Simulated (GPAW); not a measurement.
# GaP (F-43m) in GPAW: further runs

The runs below take GaP through equation of state, band structure, with PBE+D4, revPBE+D3(BJ), AM05, LDA.

All numbers are computed with GPAW 26.7.0; they aren't measurements. Logs are shortened: lines on timing, memory, paths and dates and some standing lists are left out, and cuts for length are marked. The log counts tension as positive stress, the text compression.

**The experiment to reproduce.**

From “Phosphorous dimerization in GaP at high pressure”, 2017, arxiv:1709.06667, for a bulk crystal of GaP: bulk modulus 87.5 ± 0.6 GPa.

From “Stacking defects in GaP nanowires: Electronic structure and optical properties”, 2018, arxiv:1810.01194, for a bulk crystal of GaP at 10 K: band gap 2.34 eV (indirect).

The results are compared with them further down.

## 1. The structure

The structure is cubic, space group F-43m (No. 216). The conventional cell has a = 5.451 Å, b = 5.451 Å, c = 5.451 Å, α = 90.00°, β = 90.00°, γ = 90.00°. Around Ga (site symmetry -43m) lie 4 P at 2.36 Å. Around P (site symmetry -43m) lie 4 Ga at 2.36 Å.

## 2. Equation of state, PBE+D4

Contents of run.py:

```python
import spglib
from ase import Atoms
from ase.calculators.mixing import SumCalculator
from ase.eos import EquationOfState
from ase.io import Trajectory, read
from ase.units import GPa
from dftd4.ase import DFTD4
from gpaw import GPAW, PW

atoms = read('GaP.cif')
cell, positions, numbers = spglib.find_primitive(
    (atoms.cell[:], atoms.get_scaled_positions(), atoms.numbers), symprec=1e-4)
atoms = Atoms(numbers, cell=cell, scaled_positions=positions, pbc=True)

traj = Trajectory('eos.traj', 'w')
volumes, energies = [], []
for x in [0.94, 0.96, 0.98, 1.0, 1.02, 1.04, 1.06]:
    a = atoms.copy()
    a.set_cell(atoms.cell * x**(1 / 3), scale_atoms=True)
    calc = GPAW(mode=PW(600),
                xc='PBE',
                kpts={'size': (8, 8, 8), 'gamma': True},
                occupations={'name': 'fermi-dirac', 'width': 0.05},
                nbands=11,
                convergence={'density': 1e-05, 'energy': 1e-05},
                maxiter=150,
                txt=f'eos-{x:.2f}.txt')
    a.calc = SumCalculator([calc, DFTD4(method='pbe')])
    energies.append(a.get_potential_energy())
    volumes.append(a.get_volume())
    p = -a.get_stress()[:3].mean() / GPa
    calc.write(f'eos-{x:.2f}.gpw')
    traj.write(a)
    print(f'{x:.2f} {volumes[-1]:10.4f} A^3 {energies[-1]:14.6f} eV {p:9.3f} GPa', flush=True)

v0, e0, B = EquationOfState(volumes, energies, eos='birchmurnaghan').fit()
print(f'V0 = {v0:.4f} A^3, E0 = {e0:.6f} eV, B0 = {B / GPa:.2f} GPa')
```

Contents of GaP.cif:

```cif
data_GaP
_cell_length_a 5.45050000
_cell_length_b 5.45050000
_cell_length_c 5.45050000
_cell_angle_alpha 90.00000000
_cell_angle_beta 90.00000000
_cell_angle_gamma 90.00000000
_space_group_name_H-M_alt 'F-43m'
_space_group_name_Hall 'F -4 2 3'
_space_group_IT_number 216
loop_
_space_group_symop_operation_xyz
'x,y,z'
'y,-x,-z'
'-x,-y,z'
'-y,x,-z'
'x,-y,-z'
'y,x,z'
'-x,y,-z'
'-y,-x,z'
'z,x,y'
'-z,y,-x'
'z,-x,-y'
'-z,-y,x'
'-z,x,-y'
'z,y,x'
'-z,-x,y'
'z,-y,-x'
'y,z,x'
'-x,-z,y'
'-y,z,-x'
'x,-z,-y'
'-y,-z,x'
'x,z,y'
'y,-z,-x'
'-x,z,-y'
'x,y+1/2,z+1/2'
'y,-x+1/2,-z+1/2'
'-x,-y+1/2,z+1/2'
'-y,x+1/2,-z+1/2'
'x,-y+1/2,-z+1/2'
'y,x+1/2,z+1/2'
'-x,y+1/2,-z+1/2'
'-y,-x+1/2,z+1/2'
'z,x+1/2,y+1/2'
'-z,y+1/2,-x+1/2'
'z,-x+1/2,-y+1/2'
'-z,-y+1/2,x+1/2'
'-z,x+1/2,-y+1/2'
'z,y+1/2,x+1/2'
'-z,-x+1/2,y+1/2'
'z,-y+1/2,-x+1/2'
'y,z+1/2,x+1/2'
'-x,-z+1/2,y+1/2'
'-y,z+1/2,-x+1/2'
'x,-z+1/2,-y+1/2'
'-y,-z+1/2,x+1/2'
'x,z+1/2,y+1/2'
'y,-z+1/2,-x+1/2'
'-x,z+1/2,-y+1/2'
'x+1/2,y,z+1/2'
'y+1/2,-x,-z+1/2'
'-x+1/2,-y,z+1/2'
'-y+1/2,x,-z+1/2'
'x+1/2,-y,-z+1/2'
'y+1/2,x,z+1/2'
'-x+1/2,y,-z+1/2'
'-y+1/2,-x,z+1/2'
'z+1/2,x,y+1/2'
'-z+1/2,y,-x+1/2'
'z+1/2,-x,-y+1/2'
'-z+1/2,-y,x+1/2'
'-z+1/2,x,-y+1/2'
'z+1/2,y,x+1/2'
'-z+1/2,-x,y+1/2'
'z+1/2,-y,-x+1/2'
'y+1/2,z,x+1/2'
'-x+1/2,-z,y+1/2'
'-y+1/2,z,-x+1/2'
'x+1/2,-z,-y+1/2'
'-y+1/2,-z,x+1/2'
'x+1/2,z,y+1/2'
'y+1/2,-z,-x+1/2'
'-x+1/2,z,-y+1/2'
'x+1/2,y+1/2,z'
'y+1/2,-x+1/2,-z'
'-x+1/2,-y+1/2,z'
'-y+1/2,x+1/2,-z'
'x+1/2,-y+1/2,-z'
'y+1/2,x+1/2,z'
'-x+1/2,y+1/2,-z'
'-y+1/2,-x+1/2,z'
'z+1/2,x+1/2,y'
'-z+1/2,y+1/2,-x'
'z+1/2,-x+1/2,-y'
'-z+1/2,-y+1/2,x'
'-z+1/2,x+1/2,-y'
'z+1/2,y+1/2,x'
'-z+1/2,-x+1/2,y'
'z+1/2,-y+1/2,-x'
'y+1/2,z+1/2,x'
'-x+1/2,-z+1/2,y'
'-y+1/2,z+1/2,-x'
'x+1/2,-z+1/2,-y'
'-y+1/2,-z+1/2,x'
'x+1/2,z+1/2,y'
'y+1/2,-z+1/2,-x'
'-x+1/2,z+1/2,-y'
loop_
_atom_site_label
_atom_site_type_symbol
_atom_site_symmetry_multiplicity
_atom_site_Wyckoff_symbol
_atom_site_fract_x
_atom_site_fract_y
_atom_site_fract_z
_atom_site_occupancy
Ga1 Ga 4 a 0.0000000000 0.0000000000 0.0000000000 1
P1 P 4 c 0.2500000000 0.2500000000 0.2500000000 1
```

Potentials or basis: GPAW PAW data sets (gpaw-data 1.2.1), pw.

Launch:

```bash
OMP_NUM_THREADS=1 python run.py
```

The program printed:

```text
__  _  _
 | _ |_)|_||  |
 |__||  | ||/\| - 26.7.0

Input parameters:
  mode=PW(ecut=600.0),
  convergence={'density': 1e-05, 'energy': 1e-05},
  kpts=MonkhorstPack(size=(8, 8, 8), gamma=True),
  maxiter=150,
  nbands=11,
  occupations=Occupations(name='fermi-dirac', width=0.05),
  xc=XC(name='PBE')

Diagonalizing LCAO Hamiltonian
Converting LCAO to pw mode

           P

       Ga

Atoms  # Å, Bohr magnetons
|   | symbol |        x |        y |        z |    initial magnetic moments |
|---|--------|----------|----------|----------|-----------------------------|
| 0 |     Ga | 0.000000 | 0.000000 | 0.000000 | ( 0.0000,  0.0000,  0.0000) |
| 1 |      P | 1.334809 | 1.334809 | 1.334809 | ( 0.0000,  0.0000,  0.0000) |

Unit cell  # Å
| periodic |        x |        y |        z |  lengths |    angles |
|----------|----------|----------|----------|----------|-----------|
|      yes | 0.000000 | 2.669617 | 2.669617 | 3.775409 | 60.000000 |
|      yes | 2.669617 | 0.000000 | 2.669617 | 3.775409 | 60.000000 |
|      yes | 2.669617 | 2.669617 | 0.000000 | 3.775409 | 60.000000 |

Number of symmetries: 24
Symmetry operations  # r_c * U_cc + t_c -> r_c
|    | kind |            matrix            |
|----|------|------------------------------|
|  0 |  E   |  1, 0, 0,  0, 1, 0,  0, 0, 1 |
|  1 |  σ   |  1, 0, 0,  0, 0, 1,  0, 1, 0 |
|  2 |  σ   |  1, 0,-1,  0, 1,-1,  0, 0,-1 |
|  3 |  C3  |  1, 0,-1,  0, 0,-1,  0, 1,-1 |
|  4 |  C3  |  1,-1, 0,  0,-1, 1,  0,-1, 0 |
|  5 |  σ   |  1,-1, 0,  0,-1, 0,  0,-1, 1 |
|  6 |  σ   |  0, 1, 0,  1, 0, 0,  0, 0, 1 |
|  7 |  C3  |  0, 1, 0,  0, 0, 1,  1, 0, 0 |
|  8 |  C2  |  0, 1,-1,  1, 0,-1,  0, 0,-1 |
|  9 |  S4  |  0, 1,-1,  0, 0,-1,  1, 0,-1 |
| 10 |  C3  |  0, 0, 1,  1, 0, 0,  0, 1, 0 |
| 11 |  σ   |  0, 0, 1,  0, 1, 0,  1, 0, 0 |
| 12 |  S4  |  0, 0,-1,  1, 0,-1,  0, 1,-1 |
| 13 |  C3  |  0, 0,-1,  0, 1,-1,  1, 0,-1 |
| 14 |  S4  |  0,-1, 1,  1,-1, 0,  0,-1, 0 |
| 15 |  C2  |  0,-1, 1,  0,-1, 0,  1,-1, 0 |
| 16 |  C3  |  0,-1, 0,  1,-1, 0,  0,-1, 1 |
| 17 |  S4  |  0,-1, 0,  0,-1, 1,  1,-1, 0 |
| 18 |  S4  | -1, 1, 0, -1, 0, 1, -1, 0, 0 |
| 19 |  C3  | -1, 1, 0, -1, 0, 0, -1, 0, 1 |
| 20 |  C3  | -1, 0, 1, -1, 1, 0, -1, 0, 0 |
| 21 |  S4  | -1, 0, 1, -1, 0, 0, -1, 1, 0 |
| 22 |  σ   | -1, 0, 0, -1, 1, 0, -1, 0, 1 |
| 23 |  C2  | -1, 0, 0, -1, 0, 1, -1, 1, 0 |

BZ-sampling:
  Number of BZ points: 512
  Number of IBZ points: 29

  Monkhorst-Pack size: [8, 8, 8]
  Monkhorst-Pack shift: [0.0625, 0.0625, 0.0625]

K-points  # in reciprocal-cell coordinates
|     |                                coordinates |     weight |
|-----|--------------------------------------------|------------|
|   0 | (  0.00000000,   0.00000000,   0.00000000) | 0.00195312 |
|   1 | (  0.12500000,   0.12500000,   0.00000000) | 0.01171875 |
|   2 | (  0.12500000,   0.12500000,   0.12500000) | 0.01562500 |
|   3 | (  0.25000000,   0.12500000,   0.12500000) | 0.02343750 |
|   4 | (  0.25000000,   0.25000000,   0.00000000) | 0.01171875 |
|   5 | (  0.25000000,   0.25000000,   0.12500000) | 0.04687500 |
|   6 | (  0.25000000,   0.25000000,   0.25000000) | 0.01562500 |
|   7 | (  0.37500000,   0.25000000,  -0.37500000) | 0.04687500 |
|   8 | (  0.37500000,   0.25000000,   0.12500000) | 0.04687500 |
|   9 | (  0.37500000,   0.25000000,   0.25000000) | 0.04687500 |
| ... |                                            |            |
|  28 | (  0.50000000,   0.50000000,   0.50000000) | 0.00781250 |

Plane wave coefficients: 1287
Cutoff: 600.0 eV

Spin-components: 1 (collinear spins)
Bands:           11
Projectors:      10
Spin-degeneracy: 2
Datatype:        complex128

Parallelization:
  kpt:    1
  domain: 1
  band:   1

Density:
  Valence electrons: 8.0
  Components: 1
  Grid points: [24 24 24]
  Charge: 0.0  # |e|

Potential:
  Grid points: [24 24 24]

species:
  Ga:
    name:    Gallium
    Z:       31.0
    valence: 3
    core:    28
    charge:  0.0  # [|e|]
    compensation charges:
      type: gauss
      rc: 0.37  # [Å]
      lmax: 2
    cutoffs:
      filter: 2.06  # [Å]
      core: 4.17  # [Å]
    projectors
    | kind |    occ | energy [eV] | rcut [Å] |
    |------|--------|-------------|----------|
    |   4s |  2.000 |      -8.945 |    1.164 |
    |   4p |  1.000 |      -2.580 |    1.164 |
    |    s |        |      18.266 |    1.164 |
    |    p |        |      24.631 |    1.164 |
    |    d |        |       0.000 |    1.164 |

    Using partial waves for Ga as LCAO basis

  P:
    name:    Phosphorus
    Z:       15.0
    valence: 5
    core:    10
    charge:  0.0  # [|e|]
    compensation charges:
      type: gauss
      rc: 0.30  # [Å]
      lmax: 2
    cutoffs:
      filter: 1.69  # [Å]
      core: 1.81  # [Å]
    projectors
    | kind |    occ | energy [eV] | rcut [Å] |
    |------|--------|-------------|----------|
    |   3s |  2.000 |     -13.968 |    0.953 |
    |   3p |  3.000 |      -5.506 |    0.953 |
    |    s |        |      13.244 |    0.953 |
    |    p |        |      21.705 |    0.953 |
    |    d |        |       0.000 |    0.953 |

    Using partial waves for P as LCAO basis

Reference energy: -62187.585188  # eV

eigensolver:
  PPCG
  Converge bands: occupied
  niter=2

density mixing:
  MSR1-Mixer
  Pratt-step length: 0.05
  Maximum mixing coefficient: 0.75
  Old densities: 10
  SVD Regularization: 0.005
  Good broyden scale: 1.0
  Trust region scale: 1.0
  Backstep threshold: 4.0
  History deletion threshold: 6.0
  Fourier metric: weight=20.0, sigma=0.015

occupation numbers:
  Fermi-Dirac:
    width: 0.0500  # eV

poisson solver:
  ecut: 4800.0  # eV

xc functional:
  name: PBE with 2 nearest neighbor stencil

convergence criteria:
- Maximum integral of absolute [dens]ity change: 1e-05 electrons / valence electron
- Maximum [total energy] change in last 3 cyles: 1e-05 eV / valence electron
- Maximum integral of absolute [eigenst]ate change: 4e-08 eV^2 / valence electron
maximum number of iterations: 150

SCF iterations
|iter     | |      energy | eigst |  dens |
|---------|-|-------------|-------|-------|
|iter:   1| |   -9.110383 | -0.24 |       |
|iter:   2| |   -9.075303 | -2.33 | -0.83 |
|iter:   3| |   -8.915970 | -1.83 | -0.87 |
|iter:   4| |   -8.917372 | -3.36 | -1.52 |
|iter:   5| |   -8.917787 | -4.31 | -2.04 |
|iter:   6| |   -8.917825 | -5.58 | -2.77 |
|iter:   7| |   -8.917826c| -7.17 | -3.74 |
|iter:   8| |   -8.917826c| -7.52c| -4.26 |
|iter:   9| |   -8.917826c| -8.65c| -5.36c|

Converged in 9 steps
Energy contributions relative to reference atoms: (reference = -62187.585188)

Energy contributions:
  Kinetic:          33.279922
  Coulomb:         -28.811523
  Zero:              0.016246
  External:          0.000000
  Xc:              -13.402470
  Entropy:          -0.000000
  Spinorbit:         0.000000
  ----------------------------
  Free energy:      -8.917826
  Extrapolated:     -8.917826

dipole moment: (-16.714233, -16.714233, -16.714233)  # |e|*Ang

Fermi level: 6.378
Eigenvalues  # (at kpt = [0.000, 0.000, 0.000])
| band index |      eig [eV] | occ [0-2] |
|------------|---------------|-----------|
|          0 |        -7.316 |     2.000 |
|          1 |         5.629 |     2.000 |
|          2 |         5.629 |     2.000 |
|          3 |         5.629 |     2.000 |
|          4 |         8.051 |     0.000 |
|          5 |         9.544 |     0.000 |
|          6 |         9.544 |     0.000 |
|          7 |         9.544 |     0.000 |
|          8 |        14.793 |     0.000 |
|          9 |        15.406 |     0.000 |
|         10 |        15.407 |     0.000 |

Gap: 1.531 eV
Transition (v -> c):
  (s=0, k=0, n=3, [0.00, 0.00, 0.00]) -> (s=0, k=24, n=4, [0.50, 0.50, 0.00])
Direct/indirect transitions are different
Direct gap: 2.423 eV
Transition at: (s=0, k=0, n=3, [0.00, 0.00, 0.00])

Stress tensor  # eV/Ang^3
|         x |         y |         z |
|-----------|-----------|-----------|
| -0.072320 |  0.000000 |  0.000000 |
|  0.000000 | -0.072320 |  0.000000 |
|  0.000000 |  0.000000 | -0.072320 |

# Writing to eos-0.94.gpw (mode='')
```

Wall time 49 s (1 thread of Intel Xeon Platinum 8488C (Sapphire Rapids), shared host); peak memory 0.23 GiB.

Results:

```yaml
Equilibrium_volume: 20.52 Å³/atom
Bulk_modulus: 88 GPa
Pressure_derivative_of_the_bulk_modulus: 4.6
```

Energy against volume, from the lowest point:
```
volume (Å³/atom)  energy (meV/atom)
          19.026              34.36
          19.431              17.47
          19.836               6.53
          20.240               0.88
          20.645               0.00
          21.050               3.36
          21.455              10.52
```

Caveat: the data sets keep Ga 3d, Li 1s and Be 1s frozen, and some such compounds lay over 1.5 % in volume off other programs.

## 3. Equation of state, revPBE+D3(BJ)

Edit run.py of step 2 so:

```diff
@@ -1,3 +1 @@
-import spglib
-from ase import Atoms
 from ase.calculators.mixing import SumCalculator
@@ -6,3 +4,3 @@
 from ase.units import GPa
-from dftd4.ase import DFTD4
+from dftd3.ase import DFTD3
 from gpaw import GPAW, PW
@@ -10,5 +8,2 @@
 atoms = read('GaP.cif')
-cell, positions, numbers = spglib.find_primitive(
-    (atoms.cell[:], atoms.get_scaled_positions(), atoms.numbers), symprec=1e-4)
-atoms = Atoms(numbers, cell=cell, scaled_positions=positions, pbc=True)
 
@@ -20,3 +15,3 @@
     calc = GPAW(mode=PW(600),
-                xc='PBE',
+                xc='revPBE',
                 kpts={'size': (8, 8, 8), 'gamma': True},
@@ -27,3 +22,3 @@
                 txt=f'eos-{x:.2f}.txt')
-    a.calc = SumCalculator([calc, DFTD4(method='pbe')])
+    a.calc = SumCalculator([calc, DFTD3(method='revpbe', damping='d3bj')])
     energies.append(a.get_potential_energy())
```

Contents of GaP.cif:

```cif
data_GaP
_cell_length_a 3.85408551
_cell_length_b 3.85408551
_cell_length_c 3.85408551
_cell_angle_alpha 60.00000000
_cell_angle_beta 60.00000000
_cell_angle_gamma 60.00000000
_space_group_name_H-M_alt 'P1'
_space_group_name_Hall 'P 1'
_space_group_IT_number 1
loop_
_space_group_symop_operation_xyz
'x,y,z'
loop_
_atom_site_label
_atom_site_type_symbol
_atom_site_symmetry_multiplicity
_atom_site_Wyckoff_symbol
_atom_site_fract_x
_atom_site_fract_y
_atom_site_fract_z
_atom_site_occupancy
Ga1 Ga 1 a 0.0000000000 0.0000000000 0.0000000000 1
P1 P 1 a 0.7500000000 0.7500000000 0.7500000000 1
```

Potentials or basis: the program's PAW data sets (release 1.2.1) made for this functional, pw.

Launch:

```bash
OMP_NUM_THREADS=1 python run.py
```

The program printed:

```text
__  _  _
 | _ |_)|_||  |
 |__||  | ||/\| - 26.7.0

Input parameters:
  mode=PW(ecut=600.0),
  convergence={'density': 1e-05, 'energy': 1e-05},
  kpts=MonkhorstPack(size=(8, 8, 8), gamma=True),
  maxiter=150,
  nbands=11,
  occupations=Occupations(name='fermi-dirac', width=0.05),
  xc=XC(name='revPBE')

Diagonalizing LCAO Hamiltonian
Converting LCAO to pw mode

                       P

       Ga

Atoms  # Å, Bohr magnetons
|   | symbol |        x |        y |        z |    initial magnetic moments |
|---|--------|----------|----------|----------|-----------------------------|
| 0 |     Ga | 0.000000 | 0.000000 | 0.000000 | ( 0.0000,  0.0000,  0.0000) |
| 1 |      P | 5.702995 | 3.292626 | 2.328238 | ( 0.0000,  0.0000,  0.0000) |

Unit cell  # Å
| periodic |        x |        y |        z |  lengths |    angles |
|----------|----------|----------|----------|----------|-----------|
|      yes | 3.801997 | 0.000000 | 0.000000 | 3.801997 | 60.000000 |
|      yes | 1.900998 | 3.292626 | 0.000000 | 3.801997 | 60.000000 |
|      yes | 1.900998 | 1.097542 | 3.104317 | 3.801997 | 60.000000 |

Number of symmetries: 24
Symmetry operations  # r_c * U_cc + t_c -> r_c
|    | kind |            matrix            |
|----|------|------------------------------|
|  0 |  E   |  1, 0, 0,  0, 1, 0,  0, 0, 1 |
|  1 |  σ   |  1, 0, 0,  0, 0, 1,  0, 1, 0 |
|  2 |  σ   |  1, 0,-1,  0, 1,-1,  0, 0,-1 |
|  3 |  C3  |  1, 0,-1,  0, 0,-1,  0, 1,-1 |
|  4 |  C3  |  1,-1, 0,  0,-1, 1,  0,-1, 0 |
[... 140 lines left out ...]

xc functional:
  name: revPBE with 2 nearest neighbor stencil

convergence criteria:
- Maximum integral of absolute [dens]ity change: 1e-05 electrons / valence electron
- Maximum [total energy] change in last 3 cyles: 1e-05 eV / valence electron
- Maximum integral of absolute [eigenst]ate change: 4e-08 eV^2 / valence electron
maximum number of iterations: 150

SCF iterations
|iter     | |      energy | eigst |  dens |
|---------|-|-------------|-------|-------|
|iter:   1| |   -8.534745 | -0.26 |       |
|iter:   2| |   -8.501162 | -2.35 | -0.83 |
|iter:   3| |   -8.359999 | -1.83 | -0.87 |
|iter:   4| |   -8.363488 | -3.33 | -1.51 |
|iter:   5| |   -8.364199 | -4.21 | -2.02 |
|iter:   6| |   -8.364250 | -5.43 | -2.76 |
|iter:   7| |   -8.364250c| -7.12 | -3.68 |
|iter:   8| |   -8.364250c| -7.86c| -4.26 |
|iter:   9| |   -8.364250c| -8.50c| -5.19c|

Converged in 9 steps
Energy contributions relative to reference atoms: (reference = -62194.484879)

Energy contributions:
  Kinetic:          30.398302
  Coulomb:         -26.381507
  Zero:              0.012677
  External:          0.000000
  Xc:              -12.393722
  Entropy:          -0.000000
  Spinorbit:         0.000000
  ----------------------------
  Free energy:      -8.364250
  Extrapolated:     -8.364250

dipole moment: (-14.943799, -8.627806, -6.100780)  # |e|*Ang

Fermi level: 6.265
Eigenvalues  # (at kpt = [0.000, 0.000, 0.000])
| band index |      eig [eV] | occ [0-2] |
|------------|---------------|-----------|
|          0 |        -7.294 |     2.000 |
|          1 |         5.463 |     2.000 |
|          2 |         5.463 |     2.000 |
|          3 |         5.463 |     2.000 |
|          4 |         7.795 |     0.000 |
|          5 |         9.410 |     0.000 |
|          6 |         9.410 |     0.000 |
|          7 |         9.410 |     0.000 |
|          8 |        14.682 |     0.000 |
|          9 |        15.201 |     0.000 |
|         10 |        15.201 |     0.000 |

Gap: 1.648 eV
Transition (v -> c):
  (s=0, k=0, n=3, [0.00, 0.00, 0.00]) -> (s=0, k=24, n=4, [0.50, 0.50, 0.00])
Direct/indirect transitions are different
Direct gap: 2.333 eV
Transition at: (s=0, k=0, n=3, [0.00, 0.00, 0.00])

Stress tensor  # eV/Ang^3
|         x |         y |         z |
|-----------|-----------|-----------|
| -0.066509 |  0.000000 |  0.000000 |
|  0.000000 | -0.066509 |  0.000000 |
|  0.000000 |  0.000000 | -0.066509 |

# Writing to eos-0.96.gpw (mode='')
```

eos-0.94.txt:

```text
SCF iterations
|iter     | |      energy | eigst |  dens |
|---------|-|-------------|-------|-------|
|iter:   1| |   -8.477166 | -0.24 |       |
|iter:   2| |   -8.443388 | -2.34 | -0.83 |
|iter:   3| |   -8.299203 | -1.81 | -0.87 |
|iter:   4| |   -8.302869 | -3.30 | -1.51 |
|iter:   5| |   -8.303645 | -4.19 | -2.01 |
[... 40 lines left out ...]
  (s=0, k=0, n=3, [0.00, 0.00, 0.00]) -> (s=0, k=24, n=4, [0.50, 0.50, 0.00])
Direct/indirect transitions are different
Direct gap: 2.513 eV
Transition at: (s=0, k=0, n=3, [0.00, 0.00, 0.00])

Stress tensor  # eV/Ang^3
|         x |         y |         z |
|-----------|-----------|-----------|
| -0.083108 |  0.000000 |  0.000000 |
|  0.000000 | -0.083108 |  0.000000 |
|  0.000000 |  0.000000 | -0.083108 |

# Writing to eos-0.94.gpw (mode='')
```

It took 46 s on 1 thread of Intel Xeon Platinum 8488C (Sapphire Rapids), shared host; peak memory 0.24 GiB.

Results:

* Equilibrium volume: 20.39 Å³/atom
* Bulk modulus: 89 GPa
* Pressure derivative of the bulk modulus: 4.6

Energy against volume, from the lowest point:
| volume (Å³/atom) | energy (meV/atom) |
| --- | --- |
| 19.026 | 28.61 |
| 19.431 | 13.46 |
| 19.836 | 4.13 |
| 20.240 | 0.00 |
| 20.645 | 0.54 |
| 21.050 | 5.23 |
| 21.455 | 13.65 |

Caveat: the data sets keep Ga 3d, Li 1s and Be 1s frozen, and some such compounds lay over 1.5 % in volume off other programs.

(Part 1 of 2 ends here.)
